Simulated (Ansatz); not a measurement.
# Ionic part of the dielectric constant of CaS at 25 GPa, mode by mode

The calculation used DFT LDA, scalar-relativistic, plane waves, PAW (Ansatz 0.2.0). Plane waves to 420 eV; Γ-centred k mesh 10×10×10; fixed occupations. No spin polarisation. Phonons by linear response, acoustic sum rule imposed.

The structure is cubic, space group Fm-3m (No. 225). Conventional cell: a = 5.153 Å, b = 5.153 Å, c = 5.153 Å, α = 90.00°, β = 90.00°, γ = 90.00°. Ca (site symmetry m-3m) is surrounded by 6 S at 2.58 Å. S (site symmetry m-3m) has 6 Ca at 2.58 Å as nearest neighbours.

Other phases may be more stable at this pressure.

The primitive cell has V = 34.21 Å³ and ε∞,zz = 6.651. Each polar mode adds Δε = (4.92064×10⁷/V)·S/ν² along z, with S its oscillator strength in e²/amu, ν in cm⁻¹ and V in Å³.

Q: From these modes, find each Δε and ε0,zz.
```json
{"ν (cm⁻¹)": "361.2", "S_zz (e²/amu)": "0.3212"}
```

A:
| ν (cm⁻¹) | Δε |
| --- | --- |
| 361.2 | 3.54 |

The sum is 3.542, so ε0,zz = 10.19; the run's tensor has 10.19.

Q: Where do the longitudinal modes lie for a wave vector along z?

A: At 447 cm⁻¹. The Lyddane–Sachs–Teller product Π(ν_LO/ν_TO)² = 1.53 matches ε0/ε∞ = 1.53.